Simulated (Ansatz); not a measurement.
ZrC:

```
CELL_PARAMETERS angstrom
3.39148 0.00000 0.00000
-1.69574 2.93710 0.00000
0.00000 0.00000 5.29005
ATOMIC_POSITIONS crystal
Zr 0.66667 0.33333 0.75000
Zr 0.33333 0.66667 0.25000
C 0.00000 0.00000 0.50000
C 0.00000 0.00000 0.00000
```

The cell comes from a database or a generator and needn't be the stable form of this composition.

| Item | Value |
| --- | --- |
| Program | Ansatz 0.2.0 |
| Task | single point |
| Functional | PBE |
| Potentials or basis | Ansatz PAW |
| Cutoff | 420 eV (not typed: the program's choice for these potentials) |
| k mesh | 9 × 9 × 5 |
| Occupations | fermi-dirac, width 0.05 eV |
| Spin | no spin polarisation |

On this cell: pressure -2.2 GPa; largest force under 0.003 eV/Å; band gap on the k mesh none (metal or under the smearing width).

The same run follows on a disturbed copy (atoms moved at random, drawn with an rms of 0.05 Å):

```
CELL_PARAMETERS angstrom
3.39148 0.00000 0.00000
-1.69574 2.93710 0.00000
0.00000 0.00000 5.29005
ATOMIC_POSITIONS crystal
Zr 0.65650 0.33618 0.74578
Zr 0.35343 0.68148 0.25339
C 0.98932 0.99143 0.50103
C 0.00190 0.99084 0.99757
```

Q: What changes?

A: The energy (extrapolated to zero smearing) moves by +20.2 meV/atom; pressure -1.6 GPa; largest force 1.278 eV/Å; band gap on the k mesh none (metal or under the smearing width).

Forces on the atoms (eV/Å):
```
Zr   0.505 -0.494  0.596
Zr  -0.621 -0.929 -0.621
C    0.239  0.746 -0.086
C   -0.124  0.677  0.111
```

Stress tensor (GPa, compression positive):
```
-2.64 -0.08  0.48
-0.08 -2.47  0.14
 0.48  0.14  0.30
```
